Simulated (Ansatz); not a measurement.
**C: molecular dynamics**

Aim: heat the crystal hard, then quench it. Runs: 120 steps of 0.75 fs under a Langevin thermostat at 2800 K; 149 steps of 1 fs under a Langevin thermostat, set from 2240 K to 300 K by a schedule. The start is the crystal (diamond), its volume scaled by 1.05.

All numbers below are computed with Ansatz 0.2.0 (DFT PBE, plane waves, PAW, scalar-relativistic, no spin polarisation).

## (1) The structure to begin with

The cell holds 16 atoms (C16): a = 5.132 Å, b = 5.132 Å, c = 5.132 Å, α = 60.00°, β = 60.00°, γ = 60.00°.

As a file:

```
C
1.0
     0.00000    3.62853    3.62853
     3.62853    0.00000    3.62853
     3.62853    3.62853    0.00000
C
16
Direct
  0.00000 0.00000 0.00000
  0.12500 0.12500 0.12500
  0.00000 0.00000 0.50000
  0.12500 0.12500 0.62500
  0.00000 0.50000 0.00000
  0.12500 0.62500 0.12500
  0.00000 0.50000 0.50000
  0.12500 0.62500 0.62500
  0.50000 0.00000 0.00000
  0.62500 0.12500 0.12500
  0.50000 0.00000 0.50000
  0.62500 0.12500 0.62500
  0.50000 0.50000 0.00000
  0.62500 0.62500 0.12500
  0.50000 0.50000 0.50000
  0.62500 0.62500 0.62500
```

## (2) Run 1

120 steps of 0.75 fs under a Langevin thermostat at 2800 K.

input.yaml

```yaml
crystal:
  lattice:
    - [0.0, 3.628535, 3.628535]
    - [3.628535, 0.0, 3.628535]
    - [3.628535, 3.628535, 0.0]
  atoms:
    - { symbol: C, position: [0.0, 0.0, 0.0] }
    - { symbol: C, position: [0.125, 0.125, 0.125] }
    - { symbol: C, position: [0.0, 0.0, 0.5] }
    - { symbol: C, position: [0.125, 0.125, 0.625] }
    - { symbol: C, position: [0.0, 0.5, 0.0] }
    - { symbol: C, position: [0.125, 0.625, 0.125] }
    - { symbol: C, position: [0.0, 0.5, 0.5] }
    - { symbol: C, position: [0.125, 0.625, 0.625] }
    - { symbol: C, position: [0.5, 0.0, 0.0] }
    - { symbol: C, position: [0.625, 0.125, 0.125] }
    - { symbol: C, position: [0.5, 0.0, 0.5] }
    - { symbol: C, position: [0.625, 0.125, 0.625] }
    - { symbol: C, position: [0.5, 0.5, 0.0] }
    - { symbol: C, position: [0.625, 0.625, 0.125] }
    - { symbol: C, position: [0.5, 0.5, 0.5] }
    - { symbol: C, position: [0.625, 0.625, 0.625] }
basis:
  ecutwfc: 420.0
kpoints:
  mp_grid: { grid: [3, 3, 3] }
hamiltonian:
  xc: pbe
scf:
  occupations: { method: fermi_dirac, width: 0.24 }
  lower_state_search: "off"
md:
  timestep: 0.75
  n_steps: 120
  ensemble: nvt_langevin
  temperature: 2800.0
  initial_velocities: maxwell_boltzmann
  seed: 497274
  friction: 0.02
```

Started as:

```bash
> ansatz run input.yaml --threads 1 --pin off --max-ram 3072MiB --backend cpu --events-out ev --progress --plain --runs-dir out
```

Output, cut to the lines that bear on the results:

```text
Warning: md: disabling space-group detection — thermal motion breaks the input geometry's symmetry, so no spatial operation reduces the k-mesh or symmetrises the density; time reversal is kept, so that k and −k are solved as one point where they differ and the mesh holds both, and exact [...]
Warning: RAYON_NUM_THREADS=1 ignored (pool sized by the plan → 1); use --threads N
band count auto-derived: 50 (N_el = 64.0; filled up to band 32; 48 by the electrons, moments and atoms)
[...]
Pseudopotentials: kind: paw
Pseudopotential: C, paw, valence charge 4, recommended cutoff 420 eV (normal), C.paw.azcp
Functional definition: PBE
[...]
Crystal: 16 atoms, lattice volume = 95.549 Å³
Basis set: ecut = 420 eV, 1893 PW (Γ), exchange–correlation on 72×72×72 points (8 copies of the dense FFT grid, shifted against one another)
Bands: 50, of which v1, the nominal top of the filled ones, is band 32 counted from 1 (31 counted from 0)
Symmetry: 1 space group operations
k-points: 14 of 27 (time reversal used)
[...]
SCF iter   1: F=—  HF=-4012.585343 eV  |F-HF|=—  |Δ(HF+E_count)|=         —  Δρ=2.62e-3  dr2=3.94e-3  ethr=1.77e-3  ⟨swp⟩=7.4  Hψ=3232  notcnv=0
[...]
md step     0: t =     0.00 fs  T =  2625.0 K  F+E_penalty+E_count = -4012.58456782 eV  E_kin = 5.428920 eV  (6 SCF iters)
[...]
md step     4: t =     3.00 fs  T =  2126.7 K  F+E_penalty+E_count = -4010.99381783 eV  E_kin = 4.398396 eV  (7 SCF iters)
[...]
md step     8: t =     6.00 fs  T =  1154.2 K  F+E_penalty+E_count = -4008.30199244 eV  E_kin = 2.387162 eV  (6 SCF iters)
[...]
md step    12: t =     9.00 fs  T =  1167.6 K  F+E_penalty+E_count = -4007.60680279 eV  E_kin = 2.414719 eV  (6 SCF iters)
[...]
md step    16: t =    12.00 fs  T =  1886.2 K  F+E_penalty+E_count = -4008.52413530 eV  E_kin = 3.901056 eV  (5 SCF iters)
md step    17: t =    12.75 fs  T =  2008.1 K  F+E_penalty+E_count = -4008.75629047 eV  E_kin = 4.153167 eV  (5 SCF iters)
md step    18: t =    13.50 fs  T =  2035.4 K  F+E_penalty+E_count = -4008.94953867 eV  E_kin = 4.209605 eV  (5 SCF iters)
```

## (3) More of the same log: dynamics from the start

The log, continued, cut to the lines that bear on the results:

```text
md step    19: t =    14.25 fs  T =  2085.8 K  F+E_penalty+E_count = -4009.04684325 eV  E_kin = 4.313728 eV  (5 SCF iters)
[...]
md step    37: t =    27.75 fs  T =  2903.2 K  F+E_penalty+E_count = -4009.25587498 eV  E_kin = 6.004190 eV  (5 SCF iters)
[...]
md step    55: t =    41.25 fs  T =  3009.5 K  F+E_penalty+E_count = -4009.82848008 eV  E_kin = 6.224141 eV  (6 SCF iters)
[...]
md step    73: t =    54.75 fs  T =  2395.8 K  F+E_penalty+E_count = -4007.75264244 eV  E_kin = 4.954834 eV  (5 SCF iters)
[...]
md step    91: t =    68.25 fs  T =  2674.2 K  F+E_penalty+E_count = -4007.30182333 eV  E_kin = 5.530602 eV  (5 SCF iters)
md step   119: t =    89.25 fs  T =  2702.5 K  F+E_penalty+E_count = -4006.54698942 eV  E_kin = 5.589236 eV  (5 SCF iters)
[...]
md step   120: t =    90.00 fs  T =  2654.6 K  F+E_penalty+E_count = -4006.62853323 eV  E_kin = 5.490090 eV  (7 SCF iters)
SCF converged after 7 iterations
Free energy (F): -4006.628533 eV
[...]
E sigma→0 (E₀):  -4006.621294 eV
Entropy (-TS):   -0.014478 eV (-0.905 meV/atom)
Fermi energy:    14.420367 eV
[...]
--- Forces (eV/Å), atoms counted from 1 ---
  atom   1  C     -3.87760528     0.56930715    -2.22021587
  atom   2  C     -0.53910792     1.19604515     2.42532320
  atom   3  C      1.42042188    -4.04888245    -0.05008732
  atom   4  C     -3.28288465     0.25511123    -0.96307569
  atom   5  C     -1.89763855    -0.06494930    -0.74917938
  atom   6  C      5.09333870    -0.76130213    -0.79785830
  atom   7  C     -1.65008879    -3.85171860     3.49689972
  atom   8  C      6.85741798    -2.00679477    -1.02805658
[...]
--- MD trajectory: 120 steps, t = 0.0 → 90.0 fs ---
  final state: T = 2654.6 K   F+E_penalty+E_count = -4006.62853323 eV   E_kin = 5.490090 eV
```

It took 11 min on 1 thread of Arm Neoverse V1, shared host; peak memory 0.34 GiB.

## (4) What the atoms did

The trajectory, every 9 steps (energies from step 0); msd is the mean square displacement from the start, the centre of mass held:

| time (fs) | T (K) | potential energy change (meV/atom) | msd C (Å²) |
| --- | --- | --- | --- |
| 0.0 | 2625 | 0.0 | 0.000 |
| 6.8 | 1067 | 295.7 | 0.016 |
| 13.5 | 2035 | 227.2 | 0.024 |
| 20.2 | 1362 | 306.0 | 0.026 |
| 27.0 | 2618 | 224.9 | 0.017 |
| 33.8 | 1993 | 346.7 | 0.018 |
| 40.5 | 2861 | 197.9 | 0.013 |
| 47.2 | 2248 | 290.0 | 0.016 |
| 54.0 | 2230 | 316.4 | 0.020 |
| 60.8 | 2610 | 270.7 | 0.018 |
| 67.5 | 2589 | 330.7 | 0.018 |
| 74.2 | 2815 | 270.8 | 0.017 |
| 81.0 | 2338 | 363.6 | 0.022 |
| 87.8 | 2654 | 387.9 | 0.022 |
| 90.0 | 2655 | 372.3 | 0.022 |

time (fs), T (K) and a bar:
```
      0.0       2625 ######################
      3.8       1771 ##########
      7.5       1102 
     12.0       1886 ###########
     15.8       1769 ##########
     19.5       1415 #####
     23.2       1247 ##
     27.8       2903 ##########################
     31.5       2621 ######################
     35.2       1470 #####
     39.0       2196 ################
     42.8       3180 ##############################
     47.2       2248 #################
     51.0       1726 #########
     54.8       2396 ###################
     58.5       2764 ########################
     62.2       2716 #######################
     66.8       2455 ####################
     70.5       2571 #####################
     74.2       2815 #########################
     78.0       2663 #######################
     82.5       2404 ###################
     86.2       2701 #######################
     90.0       2655 ######################
```

## (5) Frames from the trajectory

Extended XYZ, with forces in eV/Å:

```xyz
16
Lattice="0.000 3.629 3.629 3.629 0.000 3.629 3.629 3.629 0.000" Properties=species:S:1:pos:R:3:forces:R:3 pbc="T T T" time_fs=15.0 T=2008 dE=3.5307
C    -0.048    0.062   -0.007   -0.219   -2.514   -0.427
C     0.817    0.773    0.986    1.753    3.143    0.946
C     1.778    1.694    0.125   -2.326    2.676   -1.405
C     2.548    2.751    0.907    3.951    0.840   -0.056
C     1.690   -0.115    1.874    3.385    0.537   -0.802
C     2.771    0.909    2.633   -2.105   -0.574    0.567
C     3.618    1.846    1.579   -1.604   -1.203    5.432
C     4.433    2.603    2.714    1.336    0.791    0.123
C     0.091    1.827    1.963   -2.224   -0.244   -1.266
C     0.985    2.830    2.776   -1.008   -1.809   -0.093
C     1.824    3.795    1.888   -0.855   -3.498   -1.184
C     2.748    4.581    2.904    0.054   -1.665   -3.396
C     1.924    1.757    3.638   -1.669    1.927   -1.933
C     2.735    2.626    4.606   -0.143    0.696    1.016
C     3.591    3.519    3.679    0.670    1.069   -0.765
C     4.529    4.538    4.400    1.004   -0.173    3.243
16
Lattice="0.000 3.629 3.629 3.629 0.000 3.629 3.629 3.629 0.000" Properties=species:S:1:pos:R:3:forces:R:3 pbc="T T T" time_fs=30.0 T=2976 dE=3.4488
C     0.042   -0.004    0.014   -1.859    1.354    3.972
C     0.858    0.987    1.054    0.351   -4.612   -0.110
C     1.689    1.791    0.168    3.088    0.483   -1.693
C     2.795    2.704    1.013   -1.856   -2.630   -2.883
C     1.836   -0.163    1.943   -3.197    3.326   -0.265
C     2.701    0.840    2.726    1.115   -0.930   -0.286
C     3.606    1.626    1.765    0.723    4.278    2.939
C     4.437    2.721    2.919    3.692   -4.366   -4.042
C    -0.058    1.734    2.019    0.168    0.398   -2.495
C     0.912    2.749    2.850   -0.478   -2.451   -3.298
C     1.837    3.502    1.847   -0.024    2.705    0.901
C     2.693    4.342    2.810   -1.258    4.534    0.956
C     1.815    1.804    3.558    0.509   -1.914    4.888
C     2.680    2.619    4.650    0.430    0.065   -0.125
C     3.582    3.546    3.726   -0.353    0.427    1.144
C     4.581    4.477    4.535   -1.049   -0.668    0.396
16
Lattice="0.000 3.629 3.629 3.629 0.000 3.629 3.629 3.629 0.000" Properties=species:S:1:pos:R:3:forces:R:3 pbc="T T T" time_fs=45.0 T=2781 dE=3.2946
C     0.081   -0.086    0.132   -2.265   -1.925    0.292
C     0.912    0.843    1.090   -0.027    0.042   -2.988
C     1.877    1.759    0.058   -1.726   -1.444    2.314
C     2.763    2.488    1.005    1.370    5.182    2.032
C     1.818   -0.029    1.858    2.832   -2.887    1.513
C     2.749    0.743    2.940   -0.775    2.404   -1.961
C     3.663    1.743    2.078   -0.308   -3.149   -4.325
C     4.677    2.589    2.740   -3.430    3.911    2.756
C    -0.021    1.720    1.935   -1.290    1.251   -1.794
C     0.791    2.643    2.750    4.972   -0.271    2.635
C     1.877    3.531    1.876   -2.171   -1.575    1.575
C     2.655    4.498    2.836    4.306   -3.399   -1.610
C     1.778    1.623    3.805    1.605    3.289   -2.892
C     2.724    2.624    4.513    0.205    0.718    2.510
C     3.680    3.569    3.684   -0.677   -0.923    1.152
C     4.602    4.440    4.716   -2.621   -1.224   -1.209
16
Lattice="0.000 3.629 3.629 3.629 0.000 3.629 3.629 3.629 0.000" Properties=species:S:1:pos:R:3:forces:R:3 pbc="T T T" time_fs=60.0 T=2686 dE=4.2406
C    -0.005   -0.291    0.137    1.691    4.566   -0.401
C     1.004    0.677    0.858   -0.647    0.173    6.311
C     1.961    1.531    0.201   -0.727    3.118   -3.589
C     2.659    2.581    1.211    4.000   -2.372   -6.419
C     1.998   -0.168    1.925   -4.335   -0.258   -1.011
C     2.737    0.776    2.817    2.259   -1.892    1.904
C     3.661    1.712    1.965    0.085   -0.437    1.496
C     4.628    2.564    2.863    2.784   -1.480   -0.856
C     0.255    1.714    1.952   -3.178   -2.088   -2.297
C     1.089    2.675    2.852   -4.030   -4.567    1.107
C     1.871    3.533    1.951    0.548    2.117    1.252
C     2.968    4.310    2.815   -2.427    4.131    0.029
C     1.917    1.625    3.801   -0.641    3.016   -1.313
C     2.793    2.613    4.617    3.609   -2.486    1.818
C     3.786    3.443    3.697   -1.643    1.054    2.150
C     4.526    4.488    4.661    2.652   -2.595   -0.181
16
Lattice="0.000 3.629 3.629 3.629 0.000 3.629 3.629 3.629 0.000" Properties=species:S:1:pos:R:3:forces:R:3 pbc="T T T" time_fs=75.0 T=2624 dE=4.4941
C     0.136   -0.080    0.034    1.242   -4.795    1.140
C     1.073    0.682    1.143   -1.469   -0.253   -5.170
C     1.973    1.563    0.193   -0.498    3.286   -0.705
C     2.883    2.604    0.895   -0.001   -1.122    4.797
C     1.836   -0.257    1.926    4.557   -1.074    4.456
C     2.915    0.675    2.762   -3.489    3.443    1.055
C     3.719    1.589    1.871    3.241    1.331    0.293
C     4.704    2.414    2.889   -3.225    2.343   -0.048
C     0.170    1.484    1.967   -1.725    5.665    2.904
C     1.002    2.477    2.789    4.354    2.726    1.720
C     2.059    3.432    1.946   -2.257    0.831   -0.332
C     2.917    4.460    2.999    0.657   -7.844   -2.585
C     1.981    1.697    3.775    0.289   -1.559   -1.043
C     2.865    2.537    4.866    0.676   -1.096   -6.756
C     3.859    3.463    3.915   -1.949   -1.774   -2.877
C     4.775    4.370    4.615   -0.405   -0.108    3.150
16
Lattice="0.000 3.629 3.629 3.629 0.000 3.629 3.629 3.629 0.000" Properties=species:S:1:pos:R:3:forces:R:3 pbc="T T T" time_fs=90.0 T=2655 dE=5.9560
C     0.336   -0.241    0.153   -3.878    0.569   -2.220
C     1.129    0.700    0.999   -0.539    1.196    2.425
C     1.929    1.710    0.111    1.420   -4.049   -0.050
C     3.031    2.510    0.982   -3.283    0.255   -0.963
C     2.051   -0.187    1.890   -1.898   -0.065   -0.749
C     2.812    0.689    2.834    5.093   -0.761   -0.798
C     3.868    1.653    1.813   -1.650   -3.852    3.497
C     4.587    2.529    2.795    6.857   -2.007   -1.028
C     0.152    1.444    2.143    0.535    0.688   -5.791
C     1.112    2.360    2.873   -1.332    1.792    0.117
C     2.052    3.333    1.981   -2.724   -3.138   -3.602
C     2.829    4.051    2.846    4.084    9.296    3.112
C     1.999    1.540    3.784    1.105   -0.061   -1.696
C     2.879    2.580    4.464   -1.414   -5.065    9.082
C     3.852    3.279    3.772   -0.863    4.340   -1.536
C     4.798    4.243    4.683   -1.516    0.863    0.199
```

On run 1: Against a set 2800 K the second half averages 2490 K with a spread of 306 K (in equilibrium 16 atoms would scatter by about 572 K, over a far longer run). Counted from the crystal's sites, with the common drift removed, the atoms stand 0.15 Å away over the last tenth of the run (root mean square), 9 % of the neighbour distance: under the 10 to 20 % at which crystals usually melt.

## (6) Run 2

149 steps of 1 fs under a Langevin thermostat, set from 2240 K to 300 K by a schedule, starting from the last frame of an earlier run, with new velocities.

input.yaml

```yaml
crystal:
  lattice:
    - [0.0, 3.628535, 3.628535]
    - [3.628535, 0.0, 3.628535]
    - [3.628535, 3.628535, 0.0]
  atoms:
    - { symbol: C, position: [-0.05844154, 0.10048971, -0.00793671] }
    - { symbol: C, position: [0.07857274, 0.19679215, 0.11434331] }
    - { symbol: C, position: [-0.01484864, 0.04530781, 0.48616214] }
    - { symbol: C, position: [0.06343389, 0.207108, 0.62825711] }
    - { symbol: C, position: [-0.04797282, 0.56882232, -0.00367845] }
    - { symbol: C, position: [0.09800505, 0.68298566, 0.09188946] }
    - { symbol: C, position: [-0.0553474, 0.55512824, 0.51091501] }
    - { symbol: C, position: [0.10162618, 0.66869684, 0.59535798] }
    - { symbol: C, position: [0.47324692, 0.11723763, -0.07535666] }
    - { symbol: C, position: [0.56798965, 0.2238047, 0.08251894] }
    - { symbol: C, position: [0.44954507, 0.09642766, 0.46908061] }
    - { symbol: C, position: [0.56059021, 0.22383635, 0.55593711] }
    - { symbol: C, position: [0.45816285, 0.58481434, -0.03387451] }
    - { symbol: C, position: [0.57400115, 0.6562202, 0.13707117] }
    - { symbol: C, position: [0.44089691, 0.59872086, 0.46271392] }
    - { symbol: C, position: [0.56889324, 0.72183425, 0.60043405] }
basis:
  ecutwfc: 420.0
kpoints:
  mp_grid: { grid: [3, 3, 3] }
hamiltonian:
  xc: pbe
scf:
  occupations: { method: fermi_dirac, width: 0.24 }
  lower_state_search: "off"
md:
  timestep: 1
  n_steps: 149
  ensemble: nvt_langevin
  temperature: 2240.0
  initial_velocities: maxwell_boltzmann
  seed: 428020
  friction: 0.02
  temperature_schedule:
    - { n_steps: 112, end_temperature: 300.0 }
    - { n_steps: 37, end_temperature: 300.0 }
```

Started as:

```bash
> ansatz run input.yaml --threads 1 --pin off --max-ram 3072MiB --backend cpu --events-out ev --progress --plain --runs-dir out
```

Output, cut to the lines that bear on the results:

```text
Warning: md: disabling space-group detection — thermal motion breaks the input geometry's symmetry, so no spatial operation reduces the k-mesh or symmetrises the density; time reversal is kept, so that k and −k are solved as one point where they differ and the mesh holds both, and exact [...]
Warning: RAYON_NUM_THREADS=1 ignored (pool sized by the plan → 1); use --threads N
band count auto-derived: 50 (N_el = 64.0; filled up to band 32; 48 by the electrons, moments and atoms)
[...]
[... 3 set-up lines as earlier in the session ...]
[...]
Crystal: 16 atoms, lattice volume = 95.549 Å³
Basis set: ecut = 420 eV, 1893 PW (Γ), exchange–correlation on 72×72×72 points (8 copies of the dense FFT grid, shifted against one another)
Bands: 50, of which v1, the nominal top of the filled ones, is band 32 counted from 1 (31 counted from 0)
[... 1 set-up line as earlier in the session ...]
k-points: 14 of 27 (time reversal used)
[...]
SCF iter   1: F=—  HF=-4006.635919 eV  |F-HF|=—  |Δ(HF+E_count)|=         —  Δρ=6.11e-3  dr2=3.91e-2  ethr=1.77e-3  ⟨swp⟩=7.2  Hψ=3212  notcnv=0
[...]
md step     0: t =     0.00 fs  T =  2100.0 K (target 2240.0 K)  F+E_penalty+E_count = -4006.62853359 eV  E_kin = 4.343136 eV  (7 SCF iters)
[...]
md step     5: t =     5.00 fs  T =  2885.0 K (target 2162.1 K)  F+E_penalty+E_count = -4008.50625897 eV  E_kin = 5.966627 eV  (6 SCF iters)
[...]
md step    10: t =    10.00 fs  T =  2827.4 K (target 2075.4 K)  F+E_penalty+E_count = -4008.41087698 eV  E_kin = 5.847451 eV  (7 SCF iters)
[...]
md step    15: t =    15.00 fs  T =  1703.6 K (target 1988.8 K)  F+E_penalty+E_count = -4006.79520229 eV  E_kin = 3.523405 eV  (6 SCF iters)
[...]
md step    20: t =    20.00 fs  T =  2225.7 K (target 1902.2 K)  F+E_penalty+E_count = -4007.92919630 eV  E_kin = 4.603085 eV  (7 SCF iters)
md step    21: t =    21.00 fs  T =  2510.5 K (target 1884.9 K)  F+E_penalty+E_count = -4008.08406572 eV  E_kin = 5.192121 eV  (6 SCF iters)
md step    22: t =    22.00 fs  T =  2692.3 K (target 1867.6 K)  F+E_penalty+E_count = -4008.22504353 eV  E_kin = 5.568081 eV  (6 SCF iters)
```

## (7) The output, continued: dynamics from the last frame of the run before

Output, continued, cut to the lines that bear on the results:

```text
md step    23: t =    23.00 fs  T =  2752.2 K (target 1850.3 K)  F+E_penalty+E_count = -4008.30735686 eV  E_kin = 5.692031 eV  (5 SCF iters)
[...]
md step    40: t =    40.00 fs  T =  2554.4 K (target 1555.8 K)  F+E_penalty+E_count = -4009.10254122 eV  E_kin = 5.282975 eV  (7 SCF iters)
[...]
md step    57: t =    57.00 fs  T =  1462.9 K (target 1261.3 K)  F+E_penalty+E_count = -4008.46208361 eV  E_kin = 3.025577 eV  (6 SCF iters)
[...]
md step    74: t =    74.00 fs  T =  1574.1 K (target 966.9 K)  F+E_penalty+E_count = -4008.46204496 eV  E_kin = 3.255579 eV  (5 SCF iters)
[...]
md step   148: t =   148.00 fs  T =   774.9 K (target 300.0 K)  F+E_penalty+E_count = -4011.19400768 eV  E_kin = 1.602614 eV  (5 SCF iters)
[...]
md step   149: t =   149.00 fs  T =   739.5 K (target 300.0 K)  F+E_penalty+E_count = -4011.23378289 eV  E_kin = 1.529449 eV  (6 SCF iters)
SCF converged after 6 iterations
Free energy (F): -4011.233783 eV
[...]
E sigma→0 (E₀):  -4011.233470 eV
Entropy (-TS):   -0.000626 eV (-0.039 meV/atom)
Fermi energy:    14.326048 eV
[...]
--- Forces (eV/Å), atoms counted from 1 ---
  atom   1  C     -0.83345132     2.11115460     3.02788808
  atom   2  C     -0.01899018     0.39854915    -0.79653288
  atom   3  C     -0.27434768    -1.71610630    -0.11163158
  atom   4  C     -0.56892010    -0.75195895    -0.53647767
  atom   5  C     -0.48694119     2.74169642     0.47222094
  atom   6  C      0.46774918     0.55028898    -3.34973512
  atom   7  C     -0.14747701    -1.33926421    -0.87096243
  atom   8  C      0.45519426     1.41453013     1.05345869
[...]
--- MD trajectory: 149 steps, t = 0.0 → 149.0 fs ---
  final state: T = 739.5 K   F+E_penalty+E_count = -4011.23378289 eV   E_kin = 1.529449 eV
```

Wall time 13 min (1 thread of Arm Neoverse V1, shared host); peak memory 0.39 GiB.

## (8) What the atoms did

One step in 11; energies are changes from step 0; msd is the mean square displacement from the start, the centre of mass held:

| time (fs) | T (K) | potential energy change (meV/atom) | msd C (Å²) |
| --- | --- | --- | --- |
| 0.0 | 2100 | 0.0 | 0.000 |
| 11.0 | 2522 | -72.5 | 0.051 |
| 22.0 | 2692 | -99.8 | 0.058 |
| 33.0 | 1724 | -17.1 | 0.049 |
| 44.0 | 2574 | -174.9 | 0.043 |
| 55.0 | 1258 | -94.8 | 0.034 |
| 66.0 | 1987 | -132.4 | 0.027 |
| 77.0 | 1924 | -176.6 | 0.031 |
| 88.0 | 1299 | -123.5 | 0.043 |
| 99.0 | 1336 | -180.5 | 0.047 |
| 110.0 | 1424 | -232.8 | 0.029 |
| 121.0 | 1058 | -227.1 | 0.030 |
| 132.0 | 845 | -253.8 | 0.025 |
| 143.0 | 751 | -274.5 | 0.021 |
| 149.0 | 740 | -287.8 | 0.031 |

time (fs), T (K) and a bar:
```
      0.0       2100 ###################
      6.0       2926 ##############################
     13.0       1787 ##############
     19.0       2214 ####################
     26.0       2440 #######################
     32.0       1678 #############
     39.0       2257 #####################
     45.0       2503 ########################
     52.0       1228 #######
     58.0       1703 #############
     65.0       1812 ###############
     71.0       1693 #############
     78.0       2098 ###################
     84.0       1635 ############
     91.0       1474 ##########
     97.0       1464 ##########
    104.0       1284 #######
    110.0       1424 #########
    117.0       1171 ######
    123.0        947 ###
    130.0        825 #
    136.0        942 ###
    143.0        751 
    149.0        740
```

Maxima of the velocity power spectrum (cm⁻¹, relative height; resolution about 450 cm⁻¹): 1120 (100).

(Part 1 of 2 ends here.)
